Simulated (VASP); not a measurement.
# Nb (Im-3m) in VASP: RPA correlation energy with PBE

Aim: the RPA correlation energy of Nb with PBE.

All numbers are computed with VASP 6.6.1; they aren't measurements. Logs are shortened: lines on timing, memory, paths and dates and some standing lists are left out, and cuts for length are marked.

### Step 1. The crystal as given

Symmetry: Im-3m, No. 229, cubic system. The conventional cell has a = 3.271 Å, b = 3.271 Å, c = 3.271 Å, α = 90.00°, β = 90.00°, γ = 90.00°. Nb (site symmetry m-3m) has 8 Nb at 2.83 Å as nearest neighbours.

### Step 2. RPA correlation energy, PBE

The input, POSCAR:

```
Nb
1.0
   -1.6355100000      1.6355100000      1.6355100000
    1.6355100000     -1.6355100000      1.6355100000
    1.6355100000      1.6355100000     -1.6355100000
Nb
1
Direct
    1.0000000000      1.0000000000      1.0000000000
```

The input, INCAR.step1:

```
SYSTEM = Nb
  ALGO = Normal
  EDIFF = 1E-8
  ENCUT = 450
  GGA = PE
  ISMEAR = 0
  LASPH = .True.
  LCHARG = .False.
  LREAL = .False.
  LWAVE = .True.
  NELM = 60
  PREC = Accurate
  SIGMA = 0.05
```

The input, INCAR.step2:

```
SYSTEM = Nb
  AEXX = 1.0
  AGGAC = 0.0
  ALDAC = 0.0
  ALGO = EIGENVAL
  EDIFF = 1E-8
  ENCUT = 450
  GGA = PE
  ISMEAR = 0
  ISTART = 1
  LASPH = .True.
  LCHARG = .False.
  LHFCALC = .True.
  LREAL = .False.
  LWAVE = .False.
  NELM = 1
  PREC = Accurate
  PRECFOCK = Fast
  SIGMA = 0.05
```

The input, INCAR.step3:

```
SYSTEM = Nb
  ALGO = Exact
  EDIFF = 1E-8
  ENCUT = 450
  GGA = PE
  ISMEAR = 0
  ISTART = 1
  LASPH = .True.
  LCHARG = .False.
  LOPTICS = .True.
  LREAL = .False.
  LWAVE = .True.
  NBANDS = 386
  NELM = 1
  PREC = Accurate
  SIGMA = 0.05
```

The input, INCAR.step4:

```
SYSTEM = Nb
  ALGO = ACFDT
  EDIFF = 1E-8
  ENCUT = 450
  ENCUTGW = 250
  GGA = PE
  ISMEAR = 0
  ISTART = 1
  LASPH = .True.
  LCHARG = .False.
  LREAL = .False.
  LWAVE = .False.
  NBANDS = 386
  NELM = 60
  NOMEGA = 12
  PREC = Accurate
  PRECFOCK = Fast
  SIGMA = 0.05
```

The input, KPOINTS:

```
k-points
0
Gamma
  8 8 8
  0 0 0
```

Potentials or basis: VASP PAW PBE potentials, release 64 (Nb_sv_GW).

Launch:

```bash
$ cat potpaw_PBE.64/Nb_sv_GW/POTCAR > POTCAR
$ cp INCAR.step1 INCAR
$ mpirun -np 1 vasp_std > vasp.out
$ cp INCAR.step2 INCAR
$ mpirun -np 1 vasp_std > vasp.out
$ cp INCAR.step3 INCAR
$ mpirun -np 1 vasp_std > vasp.out
$ cp INCAR.step4 INCAR
$ mpirun -np 1 vasp_std > vasp.out
```

OUTCAR:

```text
SYSTEM = Nb
   EDIFF = 1E-8
   ENCUT = 450
   ENCUTGW = 250
   GGA = PE
   ISMEAR = 0
   ISTART = 1
   LASPH = .True.
   LREAL = .False.
   NELM = 60
   PREC = Accurate
   PRECFOCK = Fast

 ion  position               nearest neighbor table
   1  0.000  0.000  0.000-

  LATTYP: Found a body centered cubic cell.
 ALAT       =     3.2710200000

  Lattice vectors:

 A1 = (  -1.6355100000,   1.6355100000,   1.6355100000)
 A2 = (   1.6355100000,  -1.6355100000,   1.6355100000)
 A3 = (   1.6355100000,   1.6355100000,  -1.6355100000)

Analysis of symmetry for initial positions (statically):
=====================================================================
 Subroutine PRICEL returns:
 Original cell was already a primitive cell.

 Routine SETGRP: Setting up the symmetry group for a
 body centered cubic supercell.

 Subroutine GETGRP returns: Found 48 space group operations
 (whereof 48 operations were pure point group operations)
 out of a pool of 48 trial point group operations.

The static configuration has the point symmetry O_h .

Analysis of symmetry for dynamics (positions and initial velocities):
=====================================================================
 Subroutine PRICEL returns:
 Original cell was already a primitive cell.

 Routine SETGRP: Setting up the symmetry group for a
 body centered cubic supercell.

 Subroutine GETGRP returns: Found 48 space group operations
 (whereof 48 operations were pure point group operations)
 out of a pool of 48 trial point group operations.

The dynamic configuration has the point symmetry O_h .

 Subroutine INISYM returns: Found 48 space group operations
 (whereof 48 operations are pure point group operations),
 and found     1 'primitive' translations

----------------------------------------------------------------------------------------

                                     Primitive cell

  volume of cell :      17.4993

  direct lattice vectors                    reciprocal lattice vectors
    -1.635510000  1.635510000  1.635510000     0.000000000  0.305715037  0.305715037
     1.635510000 -1.635510000  1.635510000     0.305715037  0.000000000  0.305715037
     1.635510000  1.635510000 -1.635510000     0.305715037  0.305715037  0.000000000

  length of vectors
     2.832786416  2.832786416  2.832786416     0.432346351  0.432346351  0.432346351

  position of ions in fractional coordinates (direct lattice)
     0.000000000  0.000000000  0.000000000

  ion indices of the primitive-cell ions
   primitive index   ion index
                 1           1

----------------------------------------------------------------------------------------

 KPOINTS: k-points

Automatic generation of k-mesh.
 Grid dimensions read from file:
 generate k-points for:    8    8    8

 Generating k-lattice:

  Cartesian coordinates                     Fractional coordinates (reciprocal lattice)
     0.000000000  0.038214380  0.038214380     0.125000000  0.000000000  0.000000000
     0.038214380  0.000000000  0.038214380     0.000000000  0.125000000  0.000000000
     0.038214380  0.038214380  0.000000000     0.000000000  0.000000000  0.125000000

  Length of vectors
     0.054043294  0.054043294  0.054043294

  Shift w.r.t. Gamma in fractional coordinates (k-lattice)
     0.000000000  0.000000000  0.000000000

 Subroutine IBZKPT returns following result:
 ===========================================

 Found     29 irreducible k-points:

 Following reciprocal coordinates:
            Coordinates               Weight
  0.000000  0.000000  0.000000      1.000000
  0.125000  0.000000  0.000000     12.000000
  0.250000  0.000000  0.000000     12.000000
  0.375000  0.000000  0.000000     12.000000
  0.500000  0.000000  0.000000      6.000000
  0.125000  0.125000  0.000000     24.000000
[... 16 lines left out ...]
 -0.250000  0.250000  0.250000      6.000000
 -0.375000  0.375000  0.250000     24.000000
 [... further k-points ...]
   k-points           NKPTS =     29   k-points in BZ     NKDIM =    512   number of bands    NBANDS=    386
   number of dos      NEDOS =    301   number of ions     NIONS =      1
   total plane-waves  NPLWV =   8000
   dimension x,y,z NGX =    20 NGY =   20 NGZ =   20
   dimension x,y,z NGXF=    40 NGYF=   40 NGZF=   40
   ions per type =               1
   NGX,Y,Z   is equivalent  to a cutoff of  11.74, 11.74, 11.74 a.u.
   NGXF,Y,Z  is equivalent  to a cutoff of  23.47, 23.47, 23.47 a.u.
 SYSTEM =  Nb
   PREC   = accura    normal or accurate (medium, high low for compatibility)
   ISTART =      1    job   : 0-new  1-cont  2-samecut
   ICHARG =      0    charge: 1-file 2-atom 10-const
   ISPIN  =      1    spin polarized calculation?
   LNONCOLLINEAR =      F non collinear calculations
   LSORBIT =      F    spin-orbit coupling
   LASPH  =      T    aspherical Exc in radial PAW
   ENCUT  =  450.0 eV  33.07 Ry    5.75 a.u.   4.90  4.90  4.90*2*pi/ulx,y,z
   NELM   =     60;   NELMIN=  2; NELMDL=  0     # of ELM steps
   EDIFF  = 0.1E-07   stopping-criterion for ELM
   LREAL  =      F    real-space projection
   EDIFFG = 0.1E-06   stopping-criterion for IOM
   NSW    =      0    number of steps for IOM
   IBRION =     -1    ionic relax: 0-MD 1-quasi-New 2-CG
   NFREE  =      0    steps in history (QN), initial steepest desc. (CG)
   ISIF   =      0    stress and relaxation
   ISYM   =      3    0-nonsym 1-usesym 2-fastsym
   POTIM  = 0.5000    time-step for ionic-motion
   TEBEG  =    0.0;   TEEND  =   0.0 temperature during run
   PSTRESS=    0.0 pullay stress
   NELECT =      13.0000    total number of electrons
   NUPDOWN=      -1.0000    fix difference up-down
   EMIN   =  10.00;   EMAX   =-10.00  energy-range for DOS
   EFERMI =   0.00;   METHOD = LEGACY
   ISMEAR =     0;   SIGMA  =   0.05  broadening in eV -4-tet -1-fermi 0-gaus
   EFERMI_NEDOS =   21; number of points for ismear=-14 and -15
   IALGO  =     38    algorithm
   IMIX   =      4    mixing-type and parameters
     AMIX     =   0.40;   BMIX     =  1.00
     AMIX_MAG =   1.60;   BMIX_MAG =  1.00
  volume/ion in A,a.u.               =      17.50       118.09
  Fermi-wavevector in a.u.,A,eV,Ry     =   1.482687  2.801872 29.910505  2.198360
  Thomas-Fermi vector in A             =   2.596442
   LORBIT       =      0    0 simple, 1 ext, 2 COOP (PROOUT), +10 PAW based schemes
   GGA     = PE    functional components
   LHFCALC =     T    Hartree Fock is set to
   PRECFOCK=fast      Normal, Fast or Accurate (Low or Medium for compatibility)
   ENCUT4O =  -1.0   cutoff for four orbital integrals eV
   NKREDX  =     1    reduce k-point grid by
   NKREDY  =     1    reduce k-point grid by
   NKREDZ  =     1    reduce k-point grid by
   AEXX    =    1.0000 exact exchange contribution
   HFSCREEN=    0.0000 screening length (either q_TF or 0.3 A-1)
   HFSCREENC=   0.0000 screening length for correlation (either q_TF or 0.3 A-1)
   ENCUTFOCK=  -1.0 apply spherical cutoff to Coloumb kernel
   IVDW    =     0    specifies the selected vdW correction
   LEPSILON=     F    determine dielectric tensor
   LRPA    =     F    only Hartree local field effects (RPA)
   LRPAFORCE           =     F    calculate RPA forces
   ENCUTGW             = 250.0    cutoff for response function in eV
   ENCUTGWSOFT         = 200.0    soft cutoff for Coulomb kernel in GW response function in eV
   ENCUTLF             =  -1.0    cutoff for local field effects
   NELMGW              =     1    number of iterations in solving QP/BSE equation
   NELMHF              =     1    number of iterations in the inner HF iteration
   NKREDLFX            =     1    NKREDLFY  =   1   NKREDLFZ  =   1
 non-spin polarized calculation
 Gauss-broadening in eV      SIGMA  =   0.05
  energy-cutoff  :      450.00
  volume of cell :       17.50
 maximum number of plane-waves:       386
  NGX = 14; NGY = 14; NGZ = 14
   NGX =  9   NGY =  9   NGZ =  9
 maximum number of plane-waves:       164

      cutoff energy     smooth cutoff   RPA   correlation   Hartree contr. to MP2
---------------------------------------------------------------------------------
            250.000           200.000      -22.4296474087      -64.9435600608
            238.095           190.476      -22.2431245940      -64.7349754878
            226.757           181.406      -22.0500027375      -64.5181047521
            215.959           172.768      -21.8503129293      -64.2927528259
            205.676           164.541      -21.6443439591      -64.0589889581
            195.882           156.705      -21.4327270891      -63.8172817185
            186.554           149.243      -21.2152473385      -63.5671149738
            177.670           142.136      -20.9925669399      -63.3089984678
  linear regression
  converged value                          -24.5466124161      -67.3559999808
```

Wall time 37 min (1 thread of Intel Xeon 6975P-C (Granite Rapids), shared host); peak memory 1.5 GiB.

Results:

| Quantity | Value |
| --- | --- |
| Band gap on the k mesh, mean-field level | none (metal or under the smearing width) |
| RPA correlation energy | -24.547 eV/atom |
| RPA total energy per cell | -42.758 eV |
| RPA correlation energy per cell | -24.547 eV |

Levels at points of the mesh, in eV from the Fermi level:
```csv
k point,band 4,band 5,band 6,band 7,band 8,band 9
"(0.00, 0.00, 0.00)",-29.43,-5.79,0.50,0.50,0.50,3.50
"(0.50, 0.00, 0.00)",-29.44,-3.69,-1.60,2.59,3.56,4.26
"(0.50, 0.50, 0.50)",-30.44,-3.74,-3.74,5.94,5.94,5.94
```

Caveat: the ground state has no gap, which makes the many-body step unreliable.
